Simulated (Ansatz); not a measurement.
# Si16O: the cost of one run

Method: DFT PBE+D3(BJ), plane waves, PAW, scalar-relativistic, collinear spin, in Ansatz 0.2.0.

### Step 1. The structure to begin with

The cell holds 17 atoms (OSi16): a = 7.679 Å, b = 7.679 Å, c = 7.679 Å, α = 60.00°, β = 60.00°, γ = 60.00°.

Its coordinates follow in the input file.

### Step 2. Preparing the start

Contents of input.yaml:

```yaml
accuracy: low
crystal:
  lattice:
    - [0.0, 5.43, 5.43]
    - [5.43, 0.0, 5.43]
    - [5.43, 5.43, 0.0]
  atoms:
    - { symbol: Si, position: [0.0, 0.0, 0.0] }
    - { symbol: Si, position: [0.125, 0.125, 0.125] }
    - { symbol: Si, position: [0.0, 0.0, 0.5] }
    - { symbol: Si, position: [0.125, 0.125, 0.625] }
    - { symbol: Si, position: [0.0, 0.5, 0.0] }
    - { symbol: Si, position: [0.125, 0.625, 0.125] }
    - { symbol: Si, position: [0.0, 0.5, 0.5] }
    - { symbol: Si, position: [0.125, 0.625, 0.625] }
    - { symbol: Si, position: [0.5, 0.0, 0.0] }
    - { symbol: Si, position: [0.625, 0.125, 0.125] }
    - { symbol: Si, position: [0.5, 0.0, 0.5] }
    - { symbol: Si, position: [0.625, 0.125, 0.625] }
    - { symbol: Si, position: [0.5, 0.5, 0.0] }
    - { symbol: Si, position: [0.625, 0.625, 0.125] }
    - { symbol: Si, position: [0.5, 0.5, 0.5] }
    - { symbol: Si, position: [0.625, 0.625, 0.625] }
    - { symbol: O, position: [0.7536647, 0.253889, 0.7332784], spin: 1.0 }
magnetization:
  spin_polarized: true
basis:
  ecutwfc: 420.0
kpoints:
  mp_grid: { grid: [2, 2, 2] }
hamiltonian:
  xc: pbe
  dispersion: d3bj
  pseudopotentials: { kind: paw, azcp: { folder: soft_1 } }
scf:
  occupations: { method: fermi_dirac, width: 0.05 }
  lower_state_search: "off"
relax:
  f_tol: 0.08
  max_steps: 25
  adjacent_minimum: "off"
```

On the command line:

```
> ansatz run input.yaml --threads 1 --pin off --max-ram 3072MiB --backend cpu --events-out ev --progress --plain --runs-dir out
```

Q: Estimate wall time and peak memory on 1 thread of Arm Neoverse N1, shared host.

About 4.9 min, with a peak of 0.67 GiB.
